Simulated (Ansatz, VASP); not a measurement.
## One calculation of GaSb, two programs

```xyz
2
Lattice="0.0000 3.0556 3.0556 3.0556 0.0000 3.0556 3.0556 3.0556 0.0000" Properties=species:S:1:pos:R:3 pbc="T T T"
Ga    0.0000    0.0000    0.0000
Sb    1.5278    1.5278    1.5278
```

Alike in both runs: task single point; functional HSE06; k mesh 4 × 4 × 4; occupations gaussian, width 0.1 eV; no spin polarisation.

|  | VASP | Ansatz |
| --- | --- | --- |
| version | VASP 6.6.1 | Ansatz 0.2.0 |
| potentials or method | VASP PAW PBE potentials, release 64 (Ga_d, Sb) | scalar-relativistic, plane waves, PAW |
| plane-wave cutoff (eV) | 520 | 420 |
| valence electrons in the cell | 18 | 28 |

VASP gave:

```
gap on the k mesh at the Fermi level (eV) : 0.93
least direct gap on the mesh (eV)         : 0.93
```

Q: Estimate Ansatz's values.

A: gap on the k mesh at the Fermi level (eV): 0.91; least direct gap on the mesh (eV): 0.91.

With one functional, cell and mesh, what is left measures potentials, basis and numerics. The two sets of potentials don't hold the same shells in valence.

Caveats: the k mesh is coarse (spacing up to 0.45 Å⁻¹), so the values aren't converged, least of all with exact exchange; spin-orbit coupling is left out, which moves the levels of the heavy elements. A k mesh can miss the band edges.
